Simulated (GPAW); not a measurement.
## Hg in GPAW: convergence with smearing width (eV)

Crystal: Hg.

```
CELL_PARAMETERS angstrom
2.12432 -2.67258 0.00000
2.12432 2.67258 0.00000
-2.11513 0.00000 2.89220
ATOMIC_POSITIONS crystal
Hg 0.00000 0.00000 0.00000
```

```yaml
Program: GPAW 26.7.0
Task: convergence study
Functional: PBE
Potentials_or_basis: GPAW PAW data sets (gpaw-data 1.2.1)
Cutoff: 600 eV
Basis: pw
k_mesh: 6 × 6 × 6
Occupations: gaussian, width 0.5 eV
Spin: no spin polarisation
```

These are the settings of the first run; the series varies smearing width (eV), with any setting tied to it.

Hardware: 1 thread of Arm Neoverse V1, with other jobs on the host.

Problem. The values tried are 0.5, 0.3, 0.2, 0.15, 0.1, 0.05, 0.025, 0.01, loosest first. From which on does the pressure stay within 0.1 GPa of the tightest run that finished?

Solution. From 0.1 on.

```tsv
smearing width (eV)	energy less the tightest run, at zero smearing (meV/atom)	pressure (GPa)	SCF cycles	CPU time (s)	peak memory (GiB)
0.5	-1.13	-1.03	9	16	0.15
0.3	-1.64	-0.96	9	16	0.15
0.2	-1.11	-0.91	9	16	0.15
0.15	-0.76	-0.87	9	16	0.15
0.1	-0.47	-0.82	9	16	0.15
0.05	-0.21	-0.76	9	16	0.15
0.025	-0.07	-0.75	9	16	0.15
0.01	0.00	-0.75	9	16	0.15
```

Against the tightest run, the energy stays within 1 meV/atom from 0.15 on. Narrower smearing needs a denser k mesh, so at a fixed mesh the narrowest width isn't the most accurate. The tightest run that finished is the yardstick and may itself not be fully converged.

Caveat, for the tightest run too: the k mesh is coarse (spacing up to 0.36 Å⁻¹), so the values aren't converged. The run has no spin-orbit coupling, so splittings on Hg are missing.
